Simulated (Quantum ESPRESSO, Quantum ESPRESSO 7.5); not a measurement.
# Rutile SnO₂ with LDA, PBEsol and PBE: how cutoff and functional affect the relaxed cell

## The question

The reference values are literature diffraction data for undoped SnO₂, quoted as input in "Experimental TDPAC and Theoretical DFT Study of Structural, Electronic, and Hyperfine Properties in (¹¹¹In→) ¹¹¹Cd-Doped SnO₂ Semiconductor: Ab Initio Modeling of the Electron-Capture-Decay After-Effects Phenomenon" (2018, arXiv:1804.02786). They comprise the two lattice constants of the tetragonal cell and the one free coordinate of oxygen, u at site 4f. The measurement temperature is not given with the values; we take the cell to be that of bulk cassiterite at room temperature. For the oxygen coordinate the source also quotes a second value, 0.3064(4), and the diffraction structure from which our relaxations start has 0.3071. The scatter among these three is larger than the uncertainty attached to the reference, so its last digit should not be leaned on. The cell lengths of the starting structure agree with the reference to within 0.001 Å.

| compared with | measured | source's wording or label | method |
| --- | --- | --- | --- |
| x of O, site f | 0.3056 ± 0.0001 | 0.3056 ± 0.0001 | diffraction (literature) |
| a (Å) | 4.7374 ± 0.0001 | 4.7374 ± 0.0001 A | diffraction (literature) |
| c (Å) | 3.1864 ± 0.0001 | 3.1864 ± 0.0001 A | diffraction (literature) |

Conditions are those given with the value in the passage it was taken from; "not stated" means there, and the paper may say more elsewhere. The values are a selection: others may have been left out beforehand as unlike or outlying.

## How to go about it

We look for the cheapest level of theory that gives the structure of rutile SnO₂ well enough to serve as the basis for further calculations. The model is the perfect, nonmagnetic six-atom cell, with cell and atoms relaxed together; oxygen vacancies, common in real samples, are left out.

Success means a and c within 0.5 % of the reference and the oxygen coordinate within 0.003. Half a per cent is about 0.02 Å in a, and a shift of 0.003 in the coordinate moves the Sn–O bond along the cell diagonal by about the same amount. Half a per cent in a moves that bond by only about 0.01 Å, so in terms of bond lengths the limit on the coordinate is the looser one, by roughly a factor of two. The limits are tight enough to separate functionals whose usual errors in oxide lattice constants are near one per cent, and wide enough to cover the scatter in the measured coordinate. The relaxed cells are static, whereas the measured one contains thermal and zero-point expansion, for a stiff oxide roughly 0.2 to 0.4 % in length; a static result should therefore lie slightly below the reference.

We begin with LDA on a light mesh, test the mesh and cutoff there, and then move to gradient-corrected functionals as far as the errors require.

System: SnO2 (tin dioxide), rutile; P4_2/mnm (No. 136), 6 atoms in the primitive cell; the database structure is a diffraction structure: a = 4.738 Å, c = 3.187 Å; structure from the Crystallography Open Database.

## 1. LDA on a light mesh

LDA is the simplest functional, and for oxides it usually gives lattice constants that are short by up to about one per cent. We start with a 4×4×4 mesh and a moderate cutoff. Because c is shorter than a, this mesh is coarser along c in reciprocal space, which is the first setting to examine afterwards. We expect both cell lengths to come out below the reference, and the oxygen coordinate, which depends mainly on the ratio of bond lengths, to be close already.

**Run 1.** Quantum ESPRESSO 7.5: LDA, GBRV ultrasoft potentials, cell and atoms relaxed from the database structure, cutoff 45 Ry (density 360 Ry), 4x4x4 k mesh, Gaussian smearing 0.02 eV.

Key lines of the input:
```
! potential files: GBRV ultrasoft potentials, made for LDA
&control
  calculation = 'vc-relax'
  forc_conv_thr = 2.0d-4
  etot_conv_thr = 1.0d-5
  nstep = 60
/
&system
  nat = 6
  ntyp = 2
  ecutwfc = 45
  ecutrho = 360
  nbnd = 32
  occupations = 'smearing'
  smearing = 'gaussian'
  degauss = 0.00147
/
&electrons
  conv_thr = 1.0d-8
  electron_maxstep = 100
  mixing_beta = 0.4
/
&ions
/
&cell
  press_conv_thr = 0.5
/
ATOMIC_SPECIES
  Sn 118.710 Sn.upf
  O 15.999 O.upf
[... cell and positions ...]
K_POINTS automatic
  4 4 4 0 0 0
```

Command:
```
OMP_NUM_THREADS=1 mpirun -n 4 pw.x -nk 4 -in relax.in > relax.out
```

Selected lines of the output:
```
          total   stress  (Ry/bohr**3)                   (kbar)     P=       -0.14
          total   stress  (Ry/bohr**3)                   (kbar)     P=        0.80
CELL_PARAMETERS (angstrom)
   4.712239518   0.000000000   0.000000000
   0.000000000   0.000000000   3.191802728
ATOMIC_POSITIONS (crystal)
O                0.3059531773        0.3059531773       -0.0000000000
```

Converged; 41 s on 4 cores of Intel Xeon Platinum 8375C at 2.90GHz (Ice Lake), shared host.

| quantity | run 1 | measured | deviation |
| --- | --- | --- | --- |
| x of O, site f | 0.3060 | 0.3056 ± 0.0001 | +0.0004 (+0.1 %) |
| a (Å) | 4.7122 | 4.7374 ± 0.0001 | −0.0252 (−0.5 %) |
| c (Å) | 3.1918 | 3.1864 ± 0.0001 | +0.0054 (+0.2 %) |

The oxygen coordinate and c lie within their limits, but a is short by 0.0252 Å, a narrow miss of the half per cent. We had expected both lengths to be too short; instead c comes out slightly long, so the error is partly one of cell shape. The cell volume alone would have hidden this.

After the relaxation the plane-wave basis is rebuilt for the final cell, and the pressure changes from −0.14 to 0.80 kbar. This change is small, but it reflects only the change in Pulay stress between the two bases and does not show that 45 Ry is enough for the oxygen and tin potentials.

## 2. Mesh and cutoff under LDA

The miss in a is thin enough for a numerical setting to decide it, so we test the settings before changing the functional. Two runs refine the mesh at the same cutoff, first along c only and then in all directions. A third takes the intermediate mesh and raises the cutoff to 61 Ry. In a wide-gap insulator the mesh should matter little; we are less sure of the cutoff, because the stress converges more slowly with the basis than the energy does. The cell is small enough that all three tests are cheap.

**Run 2.** Quantum ESPRESSO 7.5: LDA, GBRV ultrasoft potentials, cell and atoms relaxed from the database structure, cutoff 45 Ry (density 360 Ry), 4x4x6 k mesh, Gaussian smearing 0.02 eV.

Key lines of the input, as changed from run 1:
```diff
  K_POINTS automatic
-   4 4 4 0 0 0
+   4 4 6 0 0 0
```

Selected lines of the output:
```
          total   stress  (Ry/bohr**3)                   (kbar)     P=       -0.07
          total   stress  (Ry/bohr**3)                   (kbar)     P=        0.82
CELL_PARAMETERS (angstrom)
   4.713900543   0.000000000   0.000000000
```

Converged; took 44 s.

**Run 3.** Quantum ESPRESSO 7.5: LDA, GBRV ultrasoft potentials, cell and atoms relaxed from the database structure, cutoff 45 Ry (density 360 Ry), 6x6x8 k mesh, Gaussian smearing 0.02 eV.

Key lines of the input, as changed from run 1:
```diff
  K_POINTS automatic
-   4 4 4 0 0 0
+   6 6 8 0 0 0
```

Selected lines of the output:
```
CELL_PARAMETERS (angstrom)
   4.713983910   0.000000000   0.000000000
```

Converged; 92 s on 4 cores of Arm Neoverse V2, shared host.

**Run 4.** Quantum ESPRESSO 7.5: LDA, GBRV ultrasoft potentials, cell and atoms relaxed from the database structure, cutoff 61 Ry (density 488 Ry), 4x4x6 k mesh, Gaussian smearing 0.02 eV.

Key lines of the input, as changed from run 2:
```diff
  &system
-   ecutwfc = 45
-   ecutrho = 360
+   ecutwfc = 61
+   ecutrho = 488
```

Command:
```
OMP_NUM_THREADS=1 mpirun -n 8 pw.x -nk 8 -in relax.in > relax.out
```

Selected lines of the output:
```
          total   stress  (Ry/bohr**3)                   (kbar)     P=        0.12
CELL_PARAMETERS (angstrom)
   4.727630260   0.000000000   0.000000000
   0.000000000   0.000000000   3.193406099
```

Converged; 42 s on 8 cores of Arm Neoverse V1, shared host.

| quantity | run 2 | run 3 | run 4 | measured |
| --- | --- | --- | --- | --- |
| x of O, site f | 0.3060 | 0.3060 | 0.3061 | 0.3056 ± 0.0001 |
| a (Å) | 4.7139 | 4.7140 | 4.7276 | 4.7374 ± 0.0001 |
| c (Å) | 3.1901 | 3.1903 | 3.1934 | 3.1864 ± 0.0001 |

The mesh has little influence. Going from four to six divisions along c lengthens a by 0.0017 Å and shortens c by the same amount, and the 6×6×8 mesh then changes neither length by more than 0.0002 Å. These small shifts do carry a just inside its limit, but on a margin too thin to mean anything.

The cutoff matters far more. At 61 Ry, with the density cutoff raised in proportion and compared with the 45 Ry run on the same mesh, a grows by about 0.014 Å and c by 0.0033 Å, so more than half of the apparent LDA error in a at 45 Ry came from the basis. The small pressure after the basis was rebuilt had given no hint of an error of this size. At 61 Ry all three quantities meet the target: a is 0.0098 Å short, c is 0.0070 Å long, and the oxygen coordinate is 0.0005 above the reference, no more than the scatter among the measured values. Whether 61 Ry is itself converged remains open, since the step up to it was not small.

## 3. PBEsol with two sets of potentials

LDA at 61 Ry is the first level that meets the target with a margin we trust, but c is already too long in a static cell, and thermal expansion would lengthen it further. We therefore want to know whether a functional designed for the lattice constants of solids does better, and how far the result depends on the potentials. PBEsol is run with the GBRV files at 45 Ry and with norm-conserving PseudoDojo files at 84 Ry. The first should suffer from the low cutoff much as LDA did, so we will judge PBEsol by the second, which costs more plane waves. We expect somewhat longer cell edges than with LDA.

**Run 5.** Quantum ESPRESSO 7.5: PBEsol, GBRV ultrasoft potentials, cell and atoms relaxed from the database structure, cutoff 45 Ry (density 360 Ry), 4x4x6 k mesh, Gaussian smearing 0.02 eV.

Key lines of the input, as changed from run 2:
```diff
- ! potential files: GBRV ultrasoft potentials, made for LDA
+ ! potential files: GBRV ultrasoft potentials, made for PBEsol
```

Selected lines of the output:
```
     kinetic-energy cutoff     =      45.0000  Ry
     number of k points=    24  Gaussian smearing, width (Ry)=  0.0015
     new unit-cell volume =    490.66741 a.u.^3 (    72.70941 Ang^3 )
     new unit-cell volume =    490.64334 a.u.^3 (    72.70584 Ang^3 )
          total   stress  (Ry/bohr**3)                   (kbar)     P=        0.12
     bfgs converged in   5 scf cycles and   4 bfgs steps
     new unit-cell volume =    490.64334 a.u.^3 (    72.70584 Ang^3 )
          total   stress  (Ry/bohr**3)                   (kbar)     P=       -1.22
CELL_PARAMETERS (angstrom)
   4.758732563   0.000000000   0.000000000
   0.000000000   4.758732563   0.000000000
   0.000000000   0.000000000   3.210603732
ATOMIC_POSITIONS (crystal)
Sn               0.0000000000        0.0000000000        0.0000000000
Sn               0.5000000000        0.5000000000        0.5000000000
O                0.3061952827        0.3061952827       -0.0000000000
O                0.1938047173        0.8061952827        0.5000000000
O                0.6938047173        0.6938047173        0.0000000000
O                0.8061952827        0.1938047173        0.5000000000
```

Converged; 46 s on 4 cores of Intel Xeon Platinum 8375C at 2.90GHz (Ice Lake), shared host.

**Run 6.** Quantum ESPRESSO 7.5: PBEsol, PseudoDojo norm-conserving potentials, cell and atoms relaxed from the database structure, cutoff 84 Ry, 4x4x6 k mesh, Gaussian smearing 0.02 eV.

Key lines of the input, as changed from run 2:
```diff
- ! potential files: GBRV ultrasoft potentials, made for LDA
+ ! potential files: PseudoDojo norm-conserving potentials, made for PBEsol
  &system
-   ecutwfc = 45
-   ecutrho = 360
+   ecutwfc = 84
```

Selected lines of the output:
```
CELL_PARAMETERS (angstrom)
   4.775793353   0.000000000   0.000000000
   0.000000000   0.000000000   3.220974767
ATOMIC_POSITIONS (crystal)
O                0.3064300849        0.3064300849        0.0000000000
```

Converged; 82 s on 4 cores of Arm Neoverse V2, shared host.

| quantity | run 5 | run 6 | measured |
| --- | --- | --- | --- |
| x of O, site f | 0.3062 | 0.3064 | 0.3056 ± 0.0001 |
| a (Å) | 4.7587 | 4.7758 | 4.7374 ± 0.0001 |
| c (Å) | 3.2106 | 3.2210 | 3.1864 ± 0.0001 |

PBEsol lengthens both edges, and by too much. With the norm-conserving files a is 0.8 % and c 1.1 % above the reference, so both miss the target; the oxygen coordinate stays well within it. The GBRV run at 45 Ry has a inside the limit, but c is still 0.8 % too long.

The two PBEsol cells differ by 0.0171 Å in a and 0.0104 Å in c. Potentials and cutoff changed together, so the runs do not separate their shares. The GBRV run has the shorter cell, the same direction in which 45 Ry erred under LDA, and its pass in a deserves little trust. The difference also bears on LDA at 61 Ry, whose c has only about 0.009 Å left before the upper limit: that pass rests on one set of potentials.

## 4. A dispersion correction on PBEsol

Since PBEsol errs towards a cell that is too large, an added attraction should act in the right direction. The D3(BJ) term costs almost nothing beside the electronic calculation. We add it with the GBRV files at 45 Ry, where the plain PBEsol run gives a direct comparison and the difference measures the correction alone. We expect both edges to shorten by some tenths of a per cent. Because of the low cutoff, the size of this shift will tell us more than the absolute cell lengths.

**Run 7.** Quantum ESPRESSO 7.5: PBEsol+D3(BJ), GBRV ultrasoft potentials, cell and atoms relaxed from the database structure, cutoff 45 Ry (density 360 Ry), 4x4x6 k mesh, Gaussian smearing 0.02 eV.

Key lines of the input, as changed from run 5:
```diff
  &system
+   vdw_corr = 'dft-d3'
+   dftd3_version = 4
```

Selected lines of the output:
```
CELL_PARAMETERS (angstrom)
   4.736791961   0.000000000   0.000000000
   0.000000000   0.000000000   3.202807513
```

Converged; 40 s on 8 cores of Arm Neoverse V1, shared host.

| quantity | run 7 | measured | deviation |
| --- | --- | --- | --- |
| x of O, site f | 0.3060 | 0.3056 ± 0.0001 | +0.0004 (+0.1 %) |
| a (Å) | 4.7368 | 4.7374 ± 0.0001 | −0.0006 (−0.0 %) |
| c (Å) | 3.2028 | 3.1864 ± 0.0001 | +0.0164 (+0.5 %) |

The dispersion term, which here includes the three-body part that pw.x adds by default, shortens a by 0.0219 Å and c by 0.0078 Å. This brings a almost exactly onto the reference but leaves c 0.0164 Å too long, a narrow miss of the half per cent. The correction acts nearly twice as strongly on a as on c in relative terms, so it cannot remove an error that is larger along c.

The close agreement in a should not be taken at face value. It was obtained at 45 Ry, a cutoff that proved too low for the GBRV files under LDA, and PBEsol with the norm-conserving files gave a larger cell. The shift due to D3 is the firmer result, since nothing else changed between the two runs.

## 5. PBE with two sets of potentials

LDA at 61 Ry remains the only level so far that meets the target with a margin we trust, and neither PBEsol nor its dispersion-corrected form improves on it. PBE is still worth running because it is the usual choice for defect and surface calculations on oxides, for which a structure like this one would be the starting point. We expect it to give a cell larger than PBEsol does, and so to miss both lengths.

We run it with the GBRV files at 45 Ry and with the SSSP files at 65 Ry. The pair will show whether the lower setting again gives the shorter cell, although potentials and cutoff change together here too. PBE will be judged by the run at 65 Ry.

**Run 8.** Quantum ESPRESSO 7.5: PBE, GBRV ultrasoft potentials, cell and atoms relaxed from the database structure, cutoff 45 Ry (density 360 Ry), 4x4x6 k mesh, Gaussian smearing 0.02 eV.

Key lines of the input, as changed from run 2:
```diff
- ! potential files: GBRV ultrasoft potentials, made for LDA
+ ! potential files: GBRV ultrasoft potentials, made for PBE
```

Selected lines of the output:
```
          total   stress  (Ry/bohr**3)                   (kbar)     P=        0.01
          total   stress  (Ry/bohr**3)                   (kbar)     P=       -4.35
CELL_PARAMETERS (angstrom)
   4.819796402   0.000000000   0.000000000
   0.000000000   0.000000000   3.236748590
```

Converged; took 42 s.

**Run 9.** Quantum ESPRESSO 7.5: PBE, SSSP efficiency potentials, cell and atoms relaxed from the database structure, cutoff 65 Ry (density 520 Ry), 4x4x6 k mesh, Gaussian smearing 0.02 eV.

Key lines of the input, as changed from run 6:
```diff
- ! potential files: PseudoDojo norm-conserving potentials, made for PBEsol
+ ! potential files: SSSP efficiency potentials, made for PBE
  &system
-   ecutwfc = 84
+   ecutwfc = 65
+   ecutrho = 520
```

Selected lines of the output:
```
CELL_PARAMETERS (angstrom)
   4.828242218   0.000000000   0.000000000
   0.000000000   0.000000000   3.242026284
ATOMIC_POSITIONS (crystal)
O                0.3066202432        0.3066202432        0.0000000000
```

Converged; 81 s on 4 cores of Arm Neoverse V2, shared host.

| quantity | run 8 | run 9 | measured |
| --- | --- | --- | --- |
| x of O, site f | 0.3065 | 0.3066 | 0.3056 ± 0.0001 |
| a (Å) | 4.8198 | 4.8282 | 4.7374 ± 0.0001 |
| c (Å) | 3.2367 | 3.2420 | 3.1864 ± 0.0001 |

PBE gives a clearly oversized cell. With the SSSP files at 65 Ry, a is 1.9 % and c 1.7 % above the reference, more than three times the limit in both cases, and thermal expansion would widen the miss. The oxygen coordinate is 0.0010 too high and stays within its target: the cell is enlarged almost evenly, which leaves the fractional position nearly unchanged.

The GBRV run at 45 Ry again has the shorter edges, by 0.0084 Å in a and 0.0053 Å in c. How much of this is due to the cutoff and how much to the potentials cannot be separated here; the SSSP library also takes some of its files from GBRV, and which files it uses for Sn and O is not shown in this report, so the two sets may not be independent. The GBRV run also shows −4.35 kbar once the basis is rebuilt for its final cell, so that cell is not fully relaxed at the nominal cutoff. Either way, the difference is small beside the error against experiment. PBE misses both lengths with either set.

## The runs side by side

| run | settings | x of O, site f | a (Å) | c (Å) | cost |
| --- | --- | --- | --- | --- | --- |
| 1 | LDA, GBRV ultrasoft potentials, cutoff 45 Ry (density 360 Ry), 4x4x4 k mesh | 0.3060 | 4.7122 | 3.1918 | 2.7 core-min |
| 2 | LDA, GBRV ultrasoft potentials, cutoff 45 Ry (density 360 Ry), 4x4x6 k mesh | 0.3060 | 4.7139 | 3.1901 | 2.9 core-min |
| 3 | LDA, GBRV ultrasoft potentials, cutoff 45 Ry (density 360 Ry), 6x6x8 k mesh | 0.3060 | 4.7140 | 3.1903 | 6.1 core-min |
| 4 | LDA, GBRV ultrasoft potentials, cutoff 61 Ry (density 488 Ry), 4x4x6 k mesh | 0.3061 | 4.7276 | 3.1934 | 5.6 core-min |
| 5 | PBEsol, GBRV ultrasoft potentials, cutoff 45 Ry (density 360 Ry), 4x4x6 k mesh | 0.3062 | 4.7587 | 3.2106 | 3.1 core-min |
| 6 | PBEsol, PseudoDojo norm-conserving potentials, cutoff 84 Ry, 4x4x6 k mesh | 0.3064 | 4.7758 | 3.2210 | 5.4 core-min |
| 7 | PBEsol+D3(BJ), GBRV ultrasoft potentials, cutoff 45 Ry (density 360 Ry), 4x4x6 k mesh | 0.3060 | 4.7368 | 3.2028 | 5.4 core-min |
| 8 | PBE, GBRV ultrasoft potentials, cutoff 45 Ry (density 360 Ry), 4x4x6 k mesh | 0.3065 | 4.8198 | 3.2367 | 5.6 core-min |
| 9 | PBE, SSSP efficiency potentials, cutoff 65 Ry (density 520 Ry), 4x4x6 k mesh | 0.3066 | 4.8282 | 3.2420 | 5.4 core-min |
|  | measured | 0.3056 ± 0.0001 | 4.7374 ± 0.0001 | 3.1864 ± 0.0001 |  |

## What the runs support

LDA with the GBRV potentials at 61 Ry meets the target we set, at a cost of 5.6 core-minutes. It gives a 0.0098 Å too short, c 0.0070 Å too long and the oxygen coordinate 0.0005 too high. It is the cheapest level tried that we would accept. The LDA runs at 45 Ry on the two finer meshes also fall inside the limits, but with a barely so and with a basis error larger than that margin.

The pass in c is less secure than it looks. Thermal and zero-point expansion, roughly 0.2 to 0.4 % in length, would bring a onto the reference or slightly above it, but would carry c close to its limit or past it. The near-correct volume thus rests on opposite errors in the two edges and on the neglect of this expansion. LDA usually gives cells that are too small; why c is too long here remains open. The potentials may contribute; LDA with another set of potentials and convergence beyond 61 Ry are not shown in this report.

Among the numerical settings the cutoff mattered most: it moved a by about 0.014 Å, whereas refining the mesh beyond 4×4×6 changed almost nothing. PBEsol with norm-conserving potentials overshoots a by 0.8 % and c by 1.1 %, and PBE at 65 Ry overshoots them by 1.9 % and 1.7 %; expansion would widen both misses. Cutoff convergence for these two sets of potentials is not shown in this report. The gradient-corrected runs at 45 Ry added little to the choice of level. Among them, PBEsol+D3 matches a almost exactly, probably by chance given the doubtful cutoff, and still narrowly misses c.

The oxygen coordinate meets its target in every run and does not help to choose between functionals. Its remaining deviations are comparable to the scatter among the measured values.

[Logs are printed without paths, hosts, clocks, repeated set-up lines and the standing remarks that a program may print on its own settings, such as how far it seeks lower states.]

[The runs shown are a pick from a larger set of finished runs; failed, doubtful and other runs were left out of it ahead of writing. So were measured values far from every level or from commonly accepted values, and agreement can look better than it is. Lines of input and output are excerpts and may be shortened.]
